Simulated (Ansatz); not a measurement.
Here is an Ansatz 0.2.0 calculation.

input.yaml

```yaml
crystal:
  lattice:
    - [0.0, 2.701992, 2.701992]
    - [2.701992, 0.0, 2.701992]
    - [2.701992, 2.701992, 0.0]
  atoms:
    - { symbol: Pb, position: [0.0, 0.0, 0.0] }
    - { symbol: O, position: [0.75, 0.75, 0.75] }
    - { symbol: O, position: [0.25, 0.25, 0.25] }
hamiltonian:
  xc: pbesol
  pseudopotentials: { kind: paw }
kpoints:
  mp_grid: { grid: [9, 9, 9] }
scf:
  occupations: { method: fermi_dirac, width: 0.05 }
output:
  forces: true
  stress: true
  eigenvalues: true
relax:
  f_tol: 0.01
  max_steps: 40
  cell: { stress_tol: 0.05, p_target: 30.0 }
```

Potentials or basis: Ansatz PAW.

Run with:

```sh
$ ansatz run input.yaml --threads 2 --pin off --max-ram 5632MiB --backend cpu --events-out ev --progress --plain --runs-dir out
```

(1) Estimate the space group after relaxing (to 0.05 Å).

(2) Predict the relaxed cell.

Answers

(1) Fm-3m (No. 225).

(2) a = 3.597 Å, b = 3.597 Å, c = 3.597 Å, α = 60.00°, β = 60.00°, γ = 60.00°.
